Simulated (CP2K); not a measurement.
The system is TiO.

```
CELL_PARAMETERS angstrom
3.00939 0.00000 0.00000
0.00000 3.00939 0.00000
0.00000 0.00000 3.68042
ATOMIC_POSITIONS crystal
Ti 0.00000 0.00000 0.00000
O 0.00000 0.00000 0.50000
```

The cell was built by a generator and needn't be a form met in nature.

Base run:

* Program: CP2K 2026.2
* Functional: optB88-vdW
* Potentials or basis: POTENTIAL_UZH Ti GTH-PBE-q12, O GTH-PBE-q6; TZVP-MOLOPT-PBE-GTH basis
* Density cutoff: 11565 eV
* k mesh: 9 × 9 × 7
* Occupations: fermi-dirac, width 0.05 eV
* Spin: no spin polarisation

Its results: band gap on the k mesh none (metal or under the smearing width); pressure -0.1 GPa.

Task: The run is repeated on the same cell with these changes: functional from optB88-vdW to LDA. What comes out?

Result: Band gap on the k mesh none (metal or under the smearing width); pressure -5.3 GPa.

Caveats: the potentials were made for another functional, which shifts forces and pressure; the basis of atomic orbitals isn't converged, which shifts pressures, moduli and gaps; semilocal functionals often make such compounds metallic where correlation or magnetic order opens a gap, which also shifts bond lengths.

Not every run made on this cell is shown here.
